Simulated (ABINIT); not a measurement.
Crystal: Sn.

```
Sn
1.0
     0.00000    3.23334    3.23334
     3.23334    0.00000    3.23334
     3.23334    3.23334    0.00000
Sn
2
Direct
  0.75000 0.75000 0.75000
  0.50000 0.50000 0.50000
```

This isn't the form of Sn at room conditions, which is tetragonal (white tin).

Base run:

| Quantity | Value |
| --- | --- |
| Program | ABINIT 10.8.3 (patched build) |
| Functional | r2SCAN |
| Potentials or basis | PseudoDojo NC SR PBE v0.4.1 standard |
| Cutoff | 1170 eV |
| k mesh | 7 × 7 × 7 |
| Occupations | fermi-dirac, width 0.05 eV |
| Spin | no spin polarisation |

Its results: band gap on the k mesh none (metal or under the smearing width); pressure 1.4 GPa.

Q: The run is repeated on the same cell with these changes: potentials or basis from PseudoDojo NC SR PBE v0.4.1 standard to Ansatz PAW PBE default generated set, frozen core; cutoff from 1170 eV to 490 eV. What comes out?

A: Band gap on the k mesh none (metal or under the smearing width); pressure 2.1 GPa.

Caveats: a meta-GGA on potentials with a model core is unreliable (some runs); the potentials were made for another functional, which shifts forces and pressure (some runs); the PAW data sets were made with another functional, which shifts forces and pressure a little (some runs).
